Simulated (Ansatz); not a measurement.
## CuO: how the energy converges with the cutoff

CuO, Cccm, a = 3.982 Å, b = 4.307 Å, c = 5.156 Å. This isn't the usual stable structure of the compound. Ansatz: PBEsol, PAW, cutoff varied, Γ-centred 14×14×8 mesh on 4 atoms, Gaussian smearing 0.10 eV; no spin polarisation. Single points at one geometry, the cutoff alone changed; ΔE is the energy at zero smearing over the run at 850 eV (runs within 0.3 meV/atom of it are left out). The runs up to 380 eV lie under the cutoff recommended for these PAW datasets.

| cutoff (eV) | ΔE (meV/atom) |
| --- | --- |
| 150 | 54817.73 |
| 200 | 10774.79 |
| 250 | 2110.66 |
| 300 | 374.57 |
| 350 | 60.32 |
| 380 | 20.44 |
| 420 | ? |
| 460 | 1.87 |
| 520 | 0.80 |
| 600 | 0.42 |

**Question.** Assume ΔE falls exponentially with the cutoff, fit y = ln ΔE against x, the cutoff in eV, to the other rows, and predict the missing value.

**Answer.** y = 10.912, 9.285, 7.655, 5.926, 4.100, 3.017, 0.626, -0.223, -0.868. Means x = 356.7, y = 4.4922; Σ(Δx)² = 179000, ΣΔxΔy = -5002; the slope is their ratio. y = 14.46 − 0.02794 x, a factor of ten per 82 eV. At 420 eV this gives ΔE = 15.26 meV/atom. The run gave 5.50, a ratio of 2.77. Between neighbouring rows the decay runs from a factor of ten per 63 eV to one per 286 eV, so one exponential is only a rough guide. The fast fall gives way to a slow tail.